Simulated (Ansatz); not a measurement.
**Preparing SiO2 (P3_121) as a host crystal**

Aim: the runs on the perfect crystal SiO2 (P3_121) that a defect calculation needs first.

Main program and level: Ansatz 0.2.0; plane-wave PAW DFT, r2SCAN; relaxation of the host's cell and atoms; PAW set soft_1, in the first sound run; inputs show where later runs differ.

## (1) Starting point

It takes space group P3_121 (No. 152, trigonal). The conventional cell has a = 4.915 Å, b = 4.915 Å, c = 5.431 Å, α = 90.00°, β = 90.00°, γ = 120.00°. Si has 4 O at 1.61 to 1.62 Å nearest. Nearest to O lie 2 Si at 1.61 to 1.62 Å. Farther neighbours and most contacts between anions are not listed.

## (2) Host cell relaxation

Cell and atoms are relaxed together, until forces and stress fall under their thresholds.

Contents of cell/input.yaml:

```yaml
crystal:
  lattice:
    - [4.9149662, 0.0, 0.0]
    - [-2.4574831, 4.2564856, 0.0]
    - [0.0, 0.0, 5.4313011]
  atoms:
    - { symbol: Si, position: [0.53108859, 0.53108859, 0.0] }
    - { symbol: Si, position: [0.0, 0.46891141, 0.66666667] }
    - { symbol: Si, position: [0.46891141, 0.0, 0.33333333] }
    - { symbol: O, position: [0.26922311, 0.41339429, 0.78489098] }
    - { symbol: O, position: [0.58660571, 0.85582882, 0.11822431] }
    - { symbol: O, position: [0.14417118, 0.73077689, 0.45155765] }
    - { symbol: O, position: [0.41339429, 0.26922311, 0.21510902] }
    - { symbol: O, position: [0.73077689, 0.14417118, 0.54844235] }
    - { symbol: O, position: [0.85582882, 0.58660571, 0.88177569] }
basis:
  ecutwfc: 500
  xc_grid: 2
hamiltonian:
  xc: r2scan
  pseudopotentials: { kind: paw, azcp: { folder: soft_1 } }
kpoints:
  mp_grid: { grid: [7, 7, 5] }
scf:
  occupations: { method: fixed }
  max_iter: 100
relax:
  f_tol: 0.005
  max_steps: 60
  cell: {}
output:
  forces: true
  stress: true
checkpoint:
  write: "../cell.run"
  compress: false
  write_wavefunctions: false
  write_every: 100000
```

Command:

```sh
ansatz run input.yaml --threads 8 --pin off --max-ram 22609MiB --backend cpu --events-out ev --progress --plain --runs-dir out
```

Numbers of over 12 decimals in the logs are rounded to 6 here.

The program printed:

```text
[... repeated set-up lines and file paths are left out, and long positions are rounded to six places ...]
Engine: ansatz 0.2.0, aarch64-unknown-linux-gnu
Pseudopotentials: kind: paw
Pseudopotential: Si, paw, valence charge 4, recommended cutoff 500 eV (meta_gga), soft_1/Si.paw.azcp
Pseudopotential: O, paw, valence charge 6, recommended cutoff 500 eV (meta_gga), soft_1/O.paw.azcp
Functional definition: r2SCAN
  parameter k0 = 0.174
  parameter k1 = 0.065
  parameter a1 = 4.9479
  exchange = r2scan_x(k0 = k0, k1 = k1, a1 = a1)
  correlation = r2scan_c
Crystal: 9 atoms, lattice volume = 113.625 Å³
Basis set: ecut = 500 eV, 2869 PW (Γ), exchange–correlation on 72×72×80 points (8 copies of the dense FFT grid, shifted against one another)
Bands: 33, of which v1, the nominal top of the filled ones, is band 24 counted from 1 (23 counted from 0)
Symmetry: 6 space group operations
Space group: P3121 (ITA 152), of the structure as read, at distance tolerance 4.8e-5 Å
k-points: 32 of 245 (time reversal used)
Non-local potential: Si, projectors of the file, l = 0: 2, l = 1: 2, l = 2: 1
Non-local potential: O, projectors of the file, l = 0: 2, l = 1: 2, l = 2: 1
PAW form: soft (Blöchl's): semilocal exchange-correlation on the pseudo side does not see the compensation charge
PAW frozen core: Si, regenerated for the run's functional (the file was generated under x = pbe(κ = 0.804, μ = 0.219515), c = pbe(β = 0.066725))
PAW frozen core: O, regenerated for the run's functional (the file was generated under x = pbe(κ = 0.804, μ = 0.219515), c = pbe(β = 0.066725))
PAW one-centre angular grid: Si, 302 points (default); XC on 160 Gauss nodes
PAW one-centre angular grid: O, 302 points (default); XC on 160 Gauss nodes
Initial density: superposition of atomic densities (chi_scale 0.1, normalization cell, long waves kept (reshape's long-wave potential 0.01 eV rms))
Initial wavefunctions: pseudopotential atomic-orbital guess
Functional: x = r2scan, c = r2scan; τ floored in thin density (d = 2e-4 eV/Å³)
SCF iter   1: F=—  HF=-5343.927866 eV  |F-HF|=—  |Δ(HF+E_count)|=         —  Δρ=1.31e-1  dr2=1.77e1  dr2_τ=2.05e0  ethr=3.10e-3  ⟨swp⟩=4.9  Hψ=4572  notcnv=0  defer=183
preconditioner: auto → Resta (q_TF=auto, 2.363 Å⁻¹)  ε∞=2.6  [insulator: Δε(μ)=7.823 eV  Ē_g=19.279 eV  n_scr=22 (ndim 8)  ℏωp=24.1 eV  f_vac=0.003  ε∞_Penn≈2.6]
SCF iter   2: F=—  HF=-5339.845741 eV  |F-HF|=—  |Δ(HF+E_count)|=    4.08e0  Δρ=4.41e-2  dr2=1.05e0  dr2_τ=3.68e-1  ethr=3.10e-3  ⟨swp⟩=3.3  Hψ=2572  notcnv=0  defer=185
SCF iter   3: F=—  HF=-5340.237868 eV  |F-HF|=—  |Δ(HF+E_count)|=   3.92e-1  Δρ=2.18e-2  dr2=2.93e-1  dr2_τ=2.14e-2  ethr=2.19e-3  ⟨swp⟩=2.1  Hψ=1065  notcnv=0  defer=176
automatic band count: iteration 3 solves 32 bands in place of 33: the levels show a gap, and the empty bands left out lie too high to hold charge; the band table lists the bands solved (type scf.n_extra_bands for more)
SCF iter   4: F=—  HF=-5340.298458 eV  |F-HF|=—  |Δ(HF+E_count)|=   6.06e-2  Δρ=1.76e-3  dr2=2.01e-3  dr2_τ=2.93e-4  ethr=6.11e-4  ⟨swp⟩=4.0  Hψ=1862  notcnv=0  defer=191
SCF iter   5: F=—  HF=-5340.299863 eV  |F-HF|=—  |Δ(HF+E_count)|=   1.41e-3  Δρ=2.46e-4  dr2=8.28e-5  dr2_τ=9.84e-6  ethr=4.20e-6  ⟨swp⟩=2.7  Hψ=1650  notcnv=0  defer=191
SCF iter   6: F=—  HF=-5340.299922 eV  |F-HF|=—  |Δ(HF+E_count)|=   5.89e-5  Δρ=7.40e-5  dr2=4.79e-6  dr2_τ=5.84e-7  ethr=1.72e-7  ⟨swp⟩=2.3  Hψ=1728  notcnv=0  defer=191
SCF iter   7: F=-5340.299924 eV  HF=-5340.299924 eV  |F-HF|=4.17e-8  |Δ(HF+E_count)|=   2.44e-6  Δρ=7.72e-6  dr2=7.77e-8  dr2_τ=5.90e-9  ethr=2.08e-10  ⟨swp⟩=4.3  Hψ=4935  notcnv=0
SCF 1 converged in 7 iterations: F = -5340.299924 eV  dr2 = 7.77e-8
  greatest PAW one-centre occupation: 0.868 electrons in one spin orbital (limit 2), on the O atom at site 6 (counted from 0), in its partial waves of l = 0
relax step   1: F+E_penalty+E_count = -5340.29992437 eV  Δ(F+E_penalty+E_count) = +0.000e0 eV  max|allowed force component| = 1.631e-2 eV/Å  Δτ_max = 0.0000 Å  P = +0.058 GPa  Ω = 113.625 Å³  (7 SCF iters, dr2 threshold 1.00e-7 eV, accepted)
[... the SCF cycles and remarks between the steps are left out from here to the last step ...]
relax step   2: F+E_penalty+E_count = -5340.30012170 eV  Δ(F+E_penalty+E_count) = -1.973e-4 eV  max|allowed force component| = 1.263e-2 eV/Å  Δτ_max = 0.0006 Å  P = +0.037 GPa  Ω = 113.630 Å³  energy of the carried Pulay correction = -2.998e-6 eV  (4 SCF iters, dr2 threshold 6.68e-8 eV, accepted)
relax step   3: F+E_penalty+E_count = -5340.30034137 eV  Δ(F+E_penalty+E_count) = -2.197e-4 eV  max|allowed force component| = 2.554e-3 eV/Å  Δτ_max = 0.0014 Å  P = +0.007 GPa  Ω = 113.600 Å³  energy of the carried Pulay correction = +1.801e-5 eV  (5 SCF iters, dr2 threshold 3.09e-8 eV, accepted)
Initial wavefunctions: pseudopotential atomic-orbital guess (no wavefunctions were taken with the density)
iter 1 solved again at ethr=1.49e-7 eV; its pass at ethr=3.10e-3 eV (dr2=7.16e-5 eV) is discarded
SCF iter   1: F=—  HF=-5340.300312 eV  |F-HF|=—  |Δ(HF+E_count)|=         —  Δρ=2.15e-5  dr2=3.92e-8  dr2_τ=5.35e-8  ethr=1.49e-7  ⟨swp⟩=3.9  Hψ=7838  notcnv=0  defer=223
SCF iter   2: F=—  HF=-5340.300314 eV  |F-HF|=—  |Δ(HF+E_count)|=   2.19e-6  Δρ=1.06e-5  dr2=6.46e-9  dr2_τ=5.76e-8  ethr=8.17e-11  ⟨swp⟩=3.0  Hψ=2293  notcnv=0  defer=223
SCF iter   3: F=—  HF=-5340.300314 eV  |F-HF|=—  |Δ(HF+E_count)|=   2.52e-7  Δρ=3.83e-6  dr2=1.02e-9  dr2_τ=7.25e-9  ethr=1.35e-11  ⟨swp⟩=2.1  Hψ=1563  notcnv=0  defer=223
SCF iter   4: F=-5340.300314 eV  HF=-5340.300314 eV  |F-HF|=6.37e-11  |Δ(HF+E_count)|=   3.64e-8  Δρ=1.99e-7  dr2=3.17e-11  dr2_τ=1.28e-11  ethr=1.00e-12  ⟨swp⟩=3.6  Hψ=4427  notcnv=0
SCF 4 converged in 4 iterations: F = -5340.300314 eV  dr2 = 3.17e-11
relax step   4: F+E_penalty+E_count = -5340.30031409 eV  Δ(F+E_penalty+E_count) = +2.728e-5 eV  max|allowed force component| = 2.567e-3 eV/Å  Δτ_max = 0.0000 Å  P = +0.007 GPa  Ω = 113.600 Å³  stress off target by 1.43e-2 GPa  SCF on the basis re-selected at this cell (its energy is not comparable with the rows above)  (4 SCF iters)
basis re-selected at this cell: Δ(F+E_penalty+E_count) = +2.728e-5 eV, ΔP = +0.000 GPa vs the last step (what re-selecting the basis moved, of the pressure what is left beyond the Pulay correction that the steps carried, after the strain that the cell walked [...]
SCF converged after 4 iterations
Free energy (F): -5340.300314 eV
Harris-Foulkes:  -5340.300314 eV  (|F-HF|=6.37e-11)
Internal energy: -5340.300314 eV  (E = F + TS)
E sigma→0 (E₀):  -5340.300314 eV
Fermi energy:    2.002561 eV
--- Per-component energies (eV) ---
  E_band       = -243.266415
  E_kinetic    = 1175.341732
  E_local      = -2933.055276  (includes V_loc(G=0)·N_el)
  E_nonlocal   = 373.925185
  E_hartree    = 1076.899483
  E_xc         = -590.261771
  E_vxc        = -777.985933  (∫ρ·V_xc dr)
  E_paw        = -2550.673360  (= ΣΔE_a)
  E_vpaw       = -283.961503  (= ΣTr[D̂ρ^β])
  E_aug_tail   = 0.001724  (compensation charges beyond the density's cutoff)
  E_vtau       = 48.668742  (kinetic-family band-sum trace: ∫τ·v_τ [+ j·A + Jᵃ·Aᵃ] dr)
  E_ewald      = -1892.057084
  E_core_change = -0.420946  (= ΣΔE_core)
  E_smearing   = -0.000000  (= −TS)
  E_closure    = -0.000000  (closes the sum)
  Σ components = -5340.300314   (vs F -5340.300314, Δ=0.00e0)
--- Forces (eV/Å), atoms counted from 1 ---
  atom   1  Si     0.00015344     0.00026577    -0.00000000
  atom   2  Si     0.00015344    -0.00026577     0.00000000
  atom   3  Si    -0.00030689    -0.00000000     0.00000000
  atom   4  O     -0.00033301    -0.00256735    -0.00175789
  atom   5  O      0.00238989     0.00099528    -0.00175789
  atom   6  O     -0.00205689     0.00157207    -0.00175789
  atom   7  O     -0.00205689    -0.00157207     0.00175789
  atom   8  O      0.00238989    -0.00099528     0.00175789
  atom   9  O     -0.00033301     0.00256735     0.00175789
  max |Σ_I F_I| component: 6.02e-17 eV/Å
--- Stress (GPa, compression-positive) ---
        0.003444       0.000000      -0.000000
        0.000000       0.003444       0.000000
       -0.000000       0.000000       0.014338
  P = ⅓ Tr σ = 0.0071 GPa (0.071 kbar)
--- Relaxed structure (3 steps of the walk, 3 accepted, 1 SCFs on fresh bases) ---
  F+E_penalty+E_count = -5340.30031409 eV   max|allowed force component| = 2.567e-3 eV/Å   (the final SCF, on the basis selected at the relaxed cell)
  cell:  # Å, volume = 113.5996 Å³
    - [4.921102, 0, -5.3488269983078565e-19]
    - [-2.460551, 4.261799, 2.6744134991539282e-19]
    - [-5.910740529298038e-19, 0, 5.416535]
  atoms:
    - { symbol: Si, position: [0.531029, 0.531029, 0] }
    - { symbol: Si, position: [-2.7675502216775916e-17, 0.468971, 0.666667] }
    - { symbol: Si, position: [0.468971, 0, 0.333333] }
    - { symbol: O, position: [0.269038, 0.413213, 0.784584] }
    - { symbol: O, position: [0.586787, 0.855825, 0.117918] }
    - { symbol: O, position: [0.144175, 0.730962, 0.451251] }
    - { symbol: O, position: [0.413213, 0.269038, 0.215416] }
    - { symbol: O, position: [0.730962, 0.144175, 0.548749] }
    - { symbol: O, position: [0.855825, 0.586787, 0.882082] }
```

Elapsed: 10 s, on 8 threads of Arm Neoverse V2, shared host; peak memory 0.58 GiB; 75 s of CPU time.

Relaxation path:

```tsv
step	energy less that of the first step (eV)	largest force component (eV/Å)	pressure (GPa)	volume (Å³)
1	0.0000	0.0163	0.06	113.63
2	-0.0002	0.0126	0.04	113.63
3	-0.0004	0.0026	0.01	113.60
4*	-0.0004	0.0026	0.01	113.60
```

Relaxation steps marked * repeat the geometry before them on a plane-wave basis chosen anew for their cell, so energy and pressure can jump there.

The run keeps the 6 symmetry operations that it works with, so distortions that break them were not tested.

```tsv
conventional cell, symmetrised	before	after	change
a (Å)	4.915	4.921	+0.1 %
b (Å)	4.915	4.921	+0.1 %
c (Å)	5.431	5.417	-0.3 %
volume (Å³/atom)	12.63	12.62	-0.0 %
```

Numbers from this step:

- pressure: 0.007076 GPa

The cell shrank by 0.0 % in volume.

## (3) Dielectric tensors of the host

The response to a uniform electric field gives the electronic dielectric tensor.

This step: plane-wave PAW DFPT, PBEsol; dielectric tensors, Born charges and zone-centre modes of the host; PAW set soft_1 (Ansatz 0.2.0).

Contents of eps/input.yaml:

```yaml
crystal:
  lattice:
    - [4.9211020672, 0.0, 0.0]
    - [-2.4605510336, 4.2617994048, 0.0]
    - [0.0, 0.0, 5.4165347629]
  atoms:
    - { symbol: Si, position: [0.5310287163, 0.5310287163, 0.0] }
    - { symbol: Si, position: [0.0, 0.4689712837, 0.6666666667] }
    - { symbol: Si, position: [0.4689712837, 0.0, 0.3333333333] }
    - { symbol: O, position: [0.2690380509, 0.413212997, 0.7845842363] }
    - { symbol: O, position: [0.586787003, 0.8558250538, 0.1179175696] }
    - { symbol: O, position: [0.1441749462, 0.7309619491, 0.4512509029] }
    - { symbol: O, position: [0.413212997, 0.2690380509, 0.2154157637] }
    - { symbol: O, position: [0.7309619491, 0.1441749462, 0.5487490971] }
    - { symbol: O, position: [0.8558250538, 0.586787003, 0.8820824304] }
basis:
  ecutwfc: 420
hamiltonian:
  xc: pbesol
  pseudopotentials: { kind: paw, azcp: { folder: soft_1 }, xc_functional: pbe }
kpoints:
  mp_grid: { grid: [6, 6, 5] }
scf:
  occupations: { method: fixed }
  max_iter: 100
phonons:
  method: dfpt
  dielectric: true
  rigid_motions: translations
```

The program printed:

```text
[...]
Crystal: 9 atoms, lattice volume = 113.600 Å³
Basis set: ecut = 420 eV, 2209 PW (Γ), exchange–correlation on 72×72×96 points (8 copies of the dense FFT grid, shifted against one another)
Bands: 33, of which v1, the nominal top of the filled ones, is band 24 counted from 1 (23 counted from 0)
Symmetry: 6 space group operations
k-points: 92 of 180 (irreducible under 1 space group operation, time reversal used)
[...]
SCF iter   1: F=—  HF=-5244.294558 eV  |F-HF|=—  |Δ(HF+E_count)|=         —  Δρ=1.24e-1  dr2=1.58e1  ethr=3.10e-3  ⟨swp⟩=5.0  Hψ=13148  notcnv=0  defer=552
[...]
SCF iter  10: F=-5239.863314 eV  HF=-5239.863314 eV  |F-HF|=7.28e-12  |Δ(HF+E_count)|=  2.06e-10  Δρ=6.00e-8  dr2=4.63e-12  ethr=1.00e-12  ⟨swp⟩=18.2  Hψ=23932  notcnv=0
SCF 1 converged in 10 iterations: F = -5239.863314 eV  dr2 = 4.63e-12
[...]
NSCF: frozen V_eff on 5 k-points
DFPT response loops at Γ: preconditioner auto → none (the input reference at scf.mixing.eps_inf says where Resta's filter doesn't serve); β = 0.50; Broyden in place of MSR1
SCF converged after 10 iterations
Free energy (F): -5239.863314 eV
[...]
Internal energy: -5239.863314 eV  (E = F + TS)
E sigma→0 (E₀):  -5239.863314 eV
Fermi energy:    2.386299 eV
[...]
--- Band table (eV; the first three rows and the last of 92) ---
[...]
[... further k-points left out ...]
--- Phonons (Γ-DFPT): 5 representative perturbations + reference, on 92 of 180 k-points (Σ response iterations 20) ---
  k mesh reduced under 1 symmetry operation, with k and −k counted as one. Each operation leaves every solved perturbation unchanged. A smaller set is not considered because the run solves the response to a homogeneous field
  ASR residual: 1.325e-5 → 0.000e0 eV/Å²; symmetrization residual: 2.473e-5 eV/Å²
  ASR residual per site (eV/Å²): 1.20e-5 1.20e-5 1.32e-5 9.38e-6 9.16e-6 1.12e-5 1.12e-5 9.16e-6 9.38e-6
  Γ frequencies (cm⁻¹): 0.00 0.00 0.00 103.97 103.97 196.07 242.72 242.72 332.13 336.48 369.71 369.71 420.23 420.23 443.56 465.45 686.33 686.33 769.55 787.81 787.81 1070.97 1070.97 1079.37 1086.33 1157.37 1157.37
  ε∞ (high-frequency dielectric tensor):
        2.485889    -0.000000     0.000000
       -0.000000     2.485889     0.000000
        0.000000     0.000000     2.518777
  ε⁰ (static dielectric tensor: ions relaxed, cell fixed):
        4.638122     0.000000     0.000000
        0.000000     4.638122     0.000000
        0.000000     0.000000     4.864353
  ε⁰ − ε∞ (ionic part):
        2.152234     0.000000     0.000000
        0.000000     2.152234     0.000000
        0.000000     0.000000     2.345576
  softest optical mode at Γ: 103.97 cm⁻¹; the repairs (sum rule, projections) moved no ω² at Γ by more than (3.43 cm⁻¹)²
  Born effective charges Z* (e; rows j = field, columns β = displacement):
    site 0:
         3.49994   -0.29259    0.26687
        -0.29259    3.16208   -0.15408
        -0.23073    0.13321    3.45282
    site 1:
         3.49994    0.29259   -0.26687
         0.29259    3.16208   -0.15408
         0.23073    0.13321    3.45282
    site 2:
         2.99316   -0.00000    0.00000
         0.00000    3.66886    0.30816
         0.00000   -0.26642    3.45282
    site 3:
        -2.27806   -0.08530   -0.80716
        -0.03162   -1.05295   -0.06864
        -0.81114   -0.14234   -1.72641
    site 4:
        -1.40986    0.53287    0.46302
         0.58656   -1.92115   -0.66470
         0.52884   -0.63130   -1.72641
    site 5:
        -1.30860   -0.52810    0.34414
        -0.47441   -2.02241    0.73334
         0.28230    0.77364   -1.72641
    site 6:
        -1.30860    0.52810   -0.34414
         0.47441   -2.02241    0.73334
        -0.28230    0.77364   -1.72641
    site 7:
        -1.40986   -0.53287   -0.46302
        -0.58656   -1.92115   -0.66470
        -0.52884   -0.63130   -1.72641
    site 8:
        -2.27806    0.08530    0.80716
         0.03162   -1.05295   -0.06864
         0.81114   -0.14234   -1.72641
  Z* charge neutrality: 1.896e-5 e pre-enforcement
  k-mesh period / interband length: 27.1 Å / 0.98 Å = 27.71 at k = (0.0000, 0.0000, 0.0000), direct gap 6.138 eV — 14 or more, which is no proof of convergence
  optical modes at Γ without the LO–TO term, one row a degenerate level:
      ω (cm⁻¹)  modes    IR ((D/Å)²/amu)
        103.97      2             0.0008
        196.07      1             0.0000
        242.72      2             0.4228
        332.13      1             0.0000
[...]
optical modes at Γ + LO–TO along q̂ = [1.0000, 0.0000, 0.0000]:
      ω (cm⁻¹)  modes    IR ((D/Å)²/amu)
[...]
optical modes at Γ + LO–TO along q̂ = [0.0000, 1.0000, 0.0000]:
      ω (cm⁻¹)  modes    IR ((D/Å)²/amu)
[...]
optical modes at Γ + LO–TO along q̂ = [0.0000, 0.0000, 1.0000]:
      ω (cm⁻¹)  modes    IR ((D/Å)²/amu)
[...]
360.62      1             1.0042
        369.71      2             6.4431
        420.23      2            15.3406
        443.56      1             0.0000
        517.24      1             5.1114
        686.33      2             1.3670
        782.78      1             1.9634
        787.81      2             6.6565
       1070.97      2            84.2014
       1086.33      1             0.0000
       1157.37      2             1.2945
       1238.16      1            53.1317
```

It took 56 s on 8 threads; peak memory 1.6 GiB; 6.8 min of CPU time.

Electronic dielectric tensor:

```
2.49 0.00 0.00
0.00 2.49 0.00
0.00 0.00 2.52
```

Static dielectric tensor:

```
4.64 0.00 0.00
0.00 4.64 0.00
0.00 0.00 4.86
```

The principal values of the electronic dielectric tensor are 2.49, 2.49 and 2.52. The principal values of the static dielectric tensor are 4.64, 4.64 and 4.86.

## (4) Primitive cell on a dense mesh

A dense mesh gives the host's converged energy, against which the supercell's sampling is tested.

This step: plane-wave PAW DFT, r2SCAN; single point of the host's primitive cell on a dense mesh; PAW set soft_1 (Ansatz 0.2.0).

dense/input.yaml, as its differences from eps/input.yaml of step 3:

```diff
@@ -16,14 +16,11 @@
 basis:
-  ecutwfc: 420
+  ecutwfc: 500
+  xc_grid: 2
 hamiltonian:
-  xc: pbesol
-  pseudopotentials: { kind: paw, azcp: { folder: soft_1 }, xc_functional: pbe }
+  xc: r2scan
+  pseudopotentials: { kind: paw, azcp: { folder: soft_1 } }
 kpoints:
-  mp_grid: { grid: [6, 6, 5] }
+  mp_grid: { grid: [7, 7, 5] }
 scf:
-  occupations: { method: fixed }
-  max_iter: 100
-phonons:
-  method: dfpt
-  dielectric: true
-  rigid_motions: translations
+  occupations: { method: fermi_dirac, width: 0.01 }
+  max_iter: 80
```

The program printed:

```text
[...]
Crystal: 9 atoms, lattice volume = 113.600 Å³
Basis set: ecut = 500 eV, 2869 PW (Γ), exchange–correlation on 72×72×80 points (8 copies of the dense FFT grid, shifted against one another)
Bands: 33, of which v1, the nominal top of the filled ones, is band 24 counted from 1 (23 counted from 0)
Symmetry: 6 space group operations
[...]
k-points: 32 of 245 (time reversal used)
[...]
SCF iter   1: F=—  HF=-5343.922930 eV  |F-HF|=—  |Δ(HF+E_count)|=         —  Δρ=1.31e-1  dr2=1.77e1  dr2_τ=2.05e0  ethr=3.10e-3  ⟨swp⟩=7.2  Hψ=5544  notcnv=0
[...]
SCF iter   7: F=-5340.300314 eV  HF=-5340.300314 eV  |F-HF|=4.27e-8  |Δ(HF+E_count)|=   2.70e-6  Δρ=6.74e-6  dr2=5.25e-8  dr2_τ=4.70e-9  ethr=2.37e-10  ⟨swp⟩=3.4  Hψ=2708  notcnv=0
SCF 1 converged in 7 iterations: F = -5340.300314 eV  dr2 = 5.25e-8
[...]
SCF converged after 7 iterations
Free energy (F): -5340.300314 eV
[...]
Internal energy: -5340.300314 eV  (E = F + TS)
E sigma→0 (E₀):  -5340.300314 eV
Fermi energy:    5.317769 eV
[...]
```

The job ended after 3.1 s (8 threads; peak memory 0.54 GiB; 22 s of CPU time).

(Part 1 of 3 ends here.)

[Logs are printed without paths, hosts, clocks, repeated set-up lines and the standing remarks that a program may print on its own settings, such as how far it seeks lower states.]

[Hosts, paths, dates, database ids (printed as entryN), source tags and the programs' standing remarks are cut or masked in the printed files.]

[Runs of the host that timed out are not shown.]

[For some hosts the program warned that the k-mesh of the response run may be too coarse for force constants and the static dielectric constant; such warnings are not always shown.]
